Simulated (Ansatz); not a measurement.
System: skutterudite CoSb3. Method: PBEsol (Ansatz, a first-principles code, plane waves, PAW).

Run with plane-wave cutoff 520 eV, 6×6×6 k mesh, Fermi–Dirac smearing 0.01 eV, no spin polarisation, scalar-relativistic PAW data made under PBE.

Computed points:

| V (Å³/atom) | E − E_lowest (meV/atom) | P (GPa) |
|---|---|---|
| 21.759 | 11.86 | 4.36 |
| 22.212 | 2.85 | 2.05 |
| 22.665 | 0.00 | 0.00 |
| 23.119 | 2.64 | -1.83 |
| 23.572 | 10.16 | -3.46 |

Q: Fit the third-order Birch–Murnaghan equation and give B0 and B′.

A: V0 = 22.665 Å³/atom, B0 = 96.8 GPa, B′ = 4.8 (fit to the energies at full precision).

Shape and atoms are relaxed at each volume.

Measured, for comparison: bulk modulus 95 ± 5 GPa (room temperature, not corrected to a static lattice, sources range from 85.0 to 95.0; as tabulated in Alexeev et al. (2016), arXiv:1601.07731); equilibrium volume per atom 23.06 Å³/atom (room temperature, not corrected to a static lattice; as tabulated in Alexeev et al. (2016), arXiv:1601.07731). Computed less measured: bulk modulus +1.9 % (+1.9 % to +14 % over the range), equilibrium volume per atom -1.7 %. A static lattice is as a rule a little smaller and stiffer than an uncorrected measurement, which can account for part of this in the bulk modulus, equilibrium volume per atom.

Spin–orbit coupling is not included.
